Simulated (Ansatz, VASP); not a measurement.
# Tl: VASP beside Ansatz

```
CELL_PARAMETERS angstrom
-2.07142 2.07142 2.07142
2.07142 -2.07142 2.07142
2.07142 2.07142 -2.07142
ATOMIC_POSITIONS crystal
Tl 0.00000 0.00000 0.00000
```

Alike in both runs: functional BLYP; k mesh 12 × 12 × 12; occupations fermi-dirac, width 0.1 eV; no spin polarisation.

Ansatz relaxed the structure, and its values are those at the end. VASP's run is a single point on that final structure, the one shown.

|  | VASP | Ansatz |
| --- | --- | --- |
| version | VASP 6.6.1 | Ansatz 0.2.0 |
| potentials or method | VASP PAW PBE potentials, release 64 (Tl_d) | plane waves (420 eV) with PAW, scalar-relativistic |
| plane-wave cutoff (eV) | 520 | 420 |
| valence electrons in the cell | 13 | 13 |

```csv
,VASP,Ansatz,Ansatz less VASP
pressure (GPa),0.0,0.0,0.00
```

With one functional, cell and mesh, what is left measures potentials, basis and numerics.

Caveats: the PAW data sets were made with another functional, which shifts forces and pressure a little (VASP). The runs have no spin-orbit coupling, so splittings on Tl are missing.
